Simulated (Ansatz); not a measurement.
# 2H-CrOS bilayer (2H stacking) in a perpendicular field

Aim: how the 2H-CrOS bilayer (2H stacking) screens a field along its normal, and what the field does to its bands. A positive field points along +c.

Main program and level: Ansatz 0.2.0; plane-wave DFT, PBE-D3(BJ), Ansatz PAW, in the first sound run; inputs show where later runs differ.

Report form: the programs' logs are mostly left out.

**1. Set-up**

The cell holds 6 atoms: 2 S, 2 Cr and 2 O. Its edges and angles: a = 2.842 Å, b = 2.842 Å, c = 26.270 Å, α = 90.0°, β = 90.0°, γ = 120.0°. Regions: layer 1: 2H-CrOS, 3 atoms (1 S, 1 Cr and 1 O); layer 2: 2H-CrOS, 3 atoms (1 S, 1 Cr and 1 O). Vacuum lies along c.

**2. Relaxation**

The starting cell is a guess, so the in-plane lattice and the atoms are relaxed first, with the slab cut off from its images along the normal. The program lengthens the vector along the normal by itself, so c and the volume that it reports differ from the typed ones.

input.yaml

```yaml
crystal:
  lattice:
    - [2.841782, 0.0, 0.0]
    - [-1.420891, 2.461055404, 0.0]
    - [0.0, 0.0, 26.269891131]
  atoms:
    - { symbol: S, position: [0.3333333333, 0.6666666667, 0.342597537] }
    - { symbol: Cr, position: [0.0, 0.0, 0.4050905988] }
    - { symbol: O, position: [0.3333333333, 0.6666666667, 0.4438520703] }
    - { symbol: S, position: [0.0, 0.0, 0.5561479297] }
    - { symbol: Cr, position: [0.3333333333, 0.6666666667, 0.6186409914] }
    - { symbol: O, position: [0.0, 0.0, 0.657402463] }
  periodic: [true, true, false]
kpoints:
  mp_grid: { grid: [12, 12, 1] }
hamiltonian:
  xc: pbe
  dispersion: d3bj
scf:
  occupations: { method: fermi_dirac, width: 0.05 }
  convergence: { dr2_threshold: 1.0e-09 }
relax:
  f_tol: 0.004
  max_steps: 90
  cell: {}
output:
  write_potential: true
  write_density: true
  volumetric_format: npy
```

Started as:

```bash
> ansatz run input.yaml --threads 2 --pin off --max-ram 3072MiB --backend cpu --events-out ev --progress --plain --runs-dir out
```

Elapsed: 3.2 min, on 2 threads of Arm Neoverse N1, shared host; peak memory 0.54 GiB; 6.1 min of CPU time.

This run has no spin polarisation, although Cr can carry a moment.

Relaxation path:

```
step  energy less that of the first step (eV)  largest force component (eV/Å)  volume (Å³)
   1                                   0.0000                          1.7523       282.13
   2                                  -0.1204                          0.8588       277.01
   3                                  -0.1531                          0.2494       275.54
   4                                  -0.1574                          0.0653       276.22
   5                                  -0.1576                          0.0028       276.45
   6                                  -0.1576                          0.0030       276.51
  7*                                  -0.1546                          0.0031       276.51
   8                                  -0.1547                          0.0005       276.41
  9*                                  -0.1546                          0.0005       276.41
```

Relaxation steps marked * repeat the geometry before them on a plane-wave basis chosen anew for their cell, so energy and pressure can jump there.

The run keeps the 6 symmetry operations that it works with, so distortions that break them were not tested.

```
cell as run  before  after  change
      a (Å)   2.842  2.813  -1.0 %
      b (Å)   2.842  2.813  -1.0 %
```

The atoms that moved most (Å, along periodic axes as changes of fractional coordinates times the final cell, across vacuum about the mean position):

```
atom     dx     dy      dz  length
 Cr5  0.000  0.000  -0.128   0.128
  S1  0.000  0.000   0.127   0.127
  O3  0.000  0.000   0.096   0.096
  O6  0.000  0.000  -0.086   0.086
  S4  0.000  0.000  -0.050   0.050
 Cr2  0.000  0.000   0.041   0.041
```

The relaxed structure:

```xyz
6
Lattice="2.8128 0.0000 0.0000 -1.4064 2.4360 0.0000 0.0000 0.0000 40.3398" Properties=species:S:1:pos:R:3
S     0.0000    1.6240    9.1266
Cr    0.0000    0.0000   10.6827
O     0.0000    1.6240   11.7562
S     0.0000    0.0000   14.5600
Cr    0.0000    1.6240   16.1240
O     0.0000    0.0000   17.1836
```

This step gave:

```yaml
energy_at_zero_smearing: -9697.4979 eV
```

The lattice constant a goes from 2.842 to 2.813 Å.

**3. Atoms held, field 0**

A sawtooth potential applies the field, turning back in the middle of the vacuum. With the dipole correction the typed value is the field outside the slab. The induced dipole is small, so the SCF threshold is tight.

The cell differs from the one that the last finished run ended in (c 40.340 → 26.057 Å).

input.yaml

```yaml
crystal:
  lattice:
    - [2.8128241476, 0.0, 0.0]
    - [-1.4064120738, 2.4359771682, 0.0]
    - [0.0, 0.0, 26.0570687707]
  atoms:
    - { symbol: S, position: [0.3333333333, 0.6666666667, 0.3453957189] }
    - { symbol: Cr, position: [0.0, 0.0, 0.4051160634] }
    - { symbol: O, position: [0.3333333333, 0.6666666667, 0.4463148169] }
    - { symbol: S, position: [0.0, 0.0, 0.5539152956] }
    - { symbol: Cr, position: [0.3333333333, 0.6666666667, 0.6139361897] }
    - { symbol: O, position: [0.0, 0.0, 0.6546042811] }
kpoints:
  mp_grid: { grid: [18, 18, 1] }
  band_path:
    path: [[0, 0, 0], [0.5, 0, 0], [0.33333333, 0.33333333, 0], [0, 0, 0]]
    npoints: 16
hamiltonian:
  xc: pbe
  dispersion: d3bj
scf:
  occupations: { method: fermi_dirac, width: 0.02585 }
  convergence: { dr2_threshold: 1.0e-10 }
efield:
  axis: 3
  dipole_correction: true
  ramp_position: 0.97
  ramp_width: 0.06
  amplitude: 0
output:
  dos: { projected: true, e_range: [-6, 5] }
  bader: true
  write_potential: true
  write_density: true
  volumetric_format: npy
  elf: true
```

Wall time 79 s (2 threads); peak memory 0.52 GiB; 2.6 min of CPU time.

Numbers from this step:

```
energy at zero smearing        : -9697.4988 eV
work function, upper face      : 7.050 eV
work function, lower face      : 4.238 eV
dipole along the normal        : -0.1065 e·Å
step between the vacuum levels : 2.811 eV
```

Running mean over a fixed 2.8 Å (it still follows the layers) of the planar mean; the ramp of the sawtooth is left out. Electron's electrostatic potential energy less the Fermi level against z:

```
z (Å)  electron's electrostatic potential energy less the Fermi level (eV)
    4                                                                 4.24
    5                                                                 4.24
    6                                                                 4.19
    7                                                                 3.17
    8                                                                -2.32
    9                                                                -7.56
   10                                                                -11.9
   11                                                                -9.00
   12                                                                -3.11
   13                                                               -0.809
   14                                                                -4.29
   15                                                                -10.4
   16                                                                -10.3
   17                                                                -5.29
   18                                                                 2.11
   19                                                                 6.70
   20                                                                 7.04
   21                                                                 7.05
   22                                                                 7.05
   23                                                                 7.05
```

The density of states has structure finer than the step of the table below, so its rows give means over 0.2 eV, whole bins alone (the curve runs from -6 to 1.61 eV). Peaks (eV: height): -4.70: 18.2, -4.26: 13.1, -3.27: 16.5, -2.50: 12.6, -1.51: 12.6, -0.98: 12.5, 0.86: 11.5.

Density of states against energy, zero at the Fermi level; means over each step:

```
energy (eV)  density of states (states/eV a cell)
       -5.8                                  5.43
       -5.6                                  3.26
       -5.4                                  6.33
       -5.2                                  2.96
       -5.0                                  4.91
       -4.8                                  7.93
       -4.6                                  6.39
       -4.4                                  3.23
       -4.2                                  8.32
       -4.0                                  3.75
       -3.8                                  1.92
       -3.6                                  1.40
       -3.4                                  2.35
       -3.2                                  6.14
       -3.0                                  4.08
       -2.8                                  2.85
       -2.6                                  7.19
       -2.4                                  5.81
       -2.2                                  2.63
       -2.0                                  2.68
       -1.8                                  1.11
       -1.6                                  3.28
       -1.4                                  4.79
       -1.2                                 0.689
       -1.0                                  6.21
       -0.8                                  2.36
       -0.6                                  1.04
       -0.4                                 0.776
       -0.2                                 0.456
        0.0                                  1.21
        0.2                                  1.86
        0.4                                  5.99
        0.6                                  6.31
        0.8                                  6.37
        1.0                                  8.02
        1.2                                  5.79
        1.4                                  5.28
```

Projected DOS per atom over height of the atomic layer and energy from the Fermi level. Layers: S Cr O S Cr O from below.

Ten even steps from '_' (0.00 states/eV) to '@' (3.57 states/eV), each cell a mean:
```
__++::..==..
__==..::%%__
..**__..**__
::@@____..__
__::________
____________
________..__
________%%::
__++..______
__==..______
______::--__
..::__==::::
::::__--::..
==::::..____
==..::..____
..________..
..____..--##
__..::..::--
..--##::::==
....::....::
--::==....::
....::..::==
```
Columns: height of the atomic layer (Å) from 9 to 17.1 (not evenly spaced); rows upwards: energy from the Fermi level (eV) from -5.96 to 1.6.

Electronic bands along the path, in eV, zero at the Fermi level:

```
  point  band 23  band 24  band 25  band 26  band 27  band 28  band 29  band 30
      Γ    -1.64    -1.64    -0.36     0.15     1.13     1.13     1.69     1.69
halfway    -2.52    -2.03    -1.35    -0.79     0.54     0.91     1.04     1.45
      M    -2.36    -1.81    -1.57    -0.98     0.40     0.42     0.88     0.91
halfway    -3.16    -2.53    -1.37    -0.85     0.15     0.59     0.86     1.36
      K    -3.18    -2.53    -1.39    -0.91    -0.07     0.37     1.15     1.41
halfway    -2.81    -2.31    -1.40    -0.84     0.38     0.79     0.87     1.26
      Γ    -1.64    -1.64    -0.36     0.15     1.13     1.13     1.69     1.69
```

ELF in the ca plane at fractional y = 0.667, with atoms of S and O and Cr within 0.2 Å of it. It is the smooth field of the valence electrons, not physical close to the nuclei.

Ten even steps from '0' (0.00) to '9' (0.94), each cell a mean:
```
00000000000000000123432121111001688876312576
00000000000000000123332121011001688876322576
00000000000000013577775211355300367774121244
00000000000000147998677413788730124442465211
00000000000000368996147415757850001223898410
00000000000000368996137415747950001213898410
00000000000000147998677414788830023432575211
00000000000000013678886211466410367763121244
```
Columns run along c (16.0 Å, from fractional 0.07 to 0.68 of the cell), rows up along a (2.8 Å). Atoms in or near the plane, at fractional coordinates: S at (0.35, 0.33), O at (0.45, 0.33), Cr at (0.61, 0.33).

Electrostatic potential energy in the ca plane at fractional y = 0.667, with atoms of S and O and Cr within 0.2 Å of it. With pseudopotentials it is smooth inside the atoms' cores, unlike the true potential.

Ten even steps from '0' (-39 eV) to '9' (7 eV), each cell a mean:
```
99999999999999999998887645789999986568888889
99999999999999999998887645789999986568888889
99999999999999999987667766789999987777656789
99999999999999999962126788535899998885201589
99999999999999999840203787100699999883000279
99999999999999999840203787100699999873000279
99999999999999999861015788424899998885101489
99999999999999999986567767889999987777545789
```
Columns run along c (16.0 Å, from fractional 0.07 to 0.68 of the cell; values clipped at the 3rd and 97th percentile), rows up along a (2.8 Å). Atoms in or near the plane, at fractional coordinates: S at (0.35, 0.33), O at (0.45, 0.33), Cr at (0.61, 0.33).

Valence density in the ca plane at fractional y = 0.667, with atoms of S and O and Cr within 0.2 Å of it. It is the smooth field of the valence electrons, not physical close to the nuclei.

Ten steps, logarithmic in the rise over the least value, from '0' (0 e/Å³) to '9' (18 e/Å³), each cell a mean:
```
00000000000000000011222233211000123332222232
00000000000000000011222233211000123332222232
00000000000000000122332222232100112332333221
00000000000000000134443223455310011223676321
00000000000000000244234223677410001124898520
00000000000000000244234223677410001124899520
00000000000000000134443223565310011223676421
00000000000000000123333222332100112332333221
```
Columns run along c (16.0 Å, from fractional 0.07 to 0.68 of the cell), rows up along a (2.8 Å). Atoms in or near the plane, at fractional coordinates: S at (0.35, 0.33), O at (0.45, 0.33), Cr at (0.61, 0.33).

The work function of the upper face is 7.05 eV.

**4. Atoms held, field 0.05 V/Å**

input.yaml: that of step 3 with these lines changed.

```diff
@@ -28,6 +28,4 @@
   ramp_width: 0.06
-  amplitude: 0
+  amplitude: 0.05
 output:
-  dos: { projected: true, e_range: [-6, 5] }
-  bader: true
   write_potential: true
@@ -35,2 +33 @@
   volumetric_format: npy
-  elf: true
```

Wall time 52 s (2 threads); peak memory 0.5 GiB; 99 s of CPU time.

The dipole is -0.0882 e·Å, 0.0183 e·Å from its value without field.

**5. Atoms held, field -0.05 V/Å**

input.yaml: that of step 4 with these lines changed.

```diff
@@ -28,3 +28,3 @@
   ramp_width: 0.06
-  amplitude: 0.05
+  amplitude: -0.05
 output:
```

Wall time 52 s (2 threads); peak memory 0.5 GiB.

The dipole is -0.125 e·Å, -0.0183 e·Å from its value without field.

**6. Atoms held, field 0.1 V/Å**

input.yaml: that of step 5 with these lines changed.

```diff
@@ -28,3 +28,3 @@
   ramp_width: 0.06
-  amplitude: -0.05
+  amplitude: 0.1
 output:
```

Wall time 51 s (2 threads); peak memory 0.5 GiB.

The dipole is -0.0699 e·Å, 0.0366 e·Å from its value without field.

**7. Single point, field 0.2 V/Å**

input.yaml: that of step 6 with these lines changed.

```diff
@@ -28,3 +28,3 @@
   ramp_width: 0.06
-  amplitude: 0.1
+  amplitude: 0.2
 output:
```

Run time: 50 s. Hardware: 2 threads; peak memory 0.5 GiB.

The dipole is -0.0333 e·Å, 0.0732 e·Å from its value without field.

**8. Single point, field 0.3 V/Å**

input.yaml: that of step 7 with these lines changed.

```diff
@@ -28,4 +28,6 @@
   ramp_width: 0.06
-  amplitude: 0.2
+  amplitude: 0.3
 output:
+  dos: { projected: true, e_range: [-6, 5] }
+  bader: true
   write_potential: true
@@ -33 +35,2 @@
   volumetric_format: npy
+  elf: true
```

It took 88 s on 2 threads; peak memory 0.5 GiB; 2.8 min of CPU time.

The dipole is 0.00332 e·Å, 0.110 e·Å from its value without field.

**9. Response, atoms held**

This step: plane-wave DFT, PBE-D3(BJ), Ansatz PAW; response to a field along the normal, atoms held (Ansatz 0.2.0).

The dipoles give the slope, and the difference of two potentials shows where the field is screened.

Numbers from this step:

* equivalent conductor thickness p/(ε₀AE): 9.653 Å
* distance between the outer atoms: 8.057 Å

The dipole of the cell by applied field:

```
applied field (V/Å)  dipole of the cell (e·Å)
             -0.050                    -0.125
              0.000                    -0.106
              0.050                   -0.0882
              0.100                   -0.0699
              0.200                   -0.0333
              0.300                   0.00332
```

(Continued in part 2 of 2.)

[Logs are printed without paths, hosts, clocks, repeated set-up lines and the standing remarks that a program may print on its own settings, such as how far it seeks lower states.]

[Hosts, paths, dates, database ids (printed as entryN), source tags and the programs' standing remarks are cut or masked in the printed files.]

[Maps of the electrostatic potential energy from Ansatz leave out the sawtooth potential of an applied field or a dipole correction, so their vacuum need not be flat; planar profiles and work functions include it.]

[The density of states shown here was stored with 400 of the rows of the run's finer table, so its peaks can read low, often by over a quarter, or be missed, and its means over a window can be off by a tenth or more.]
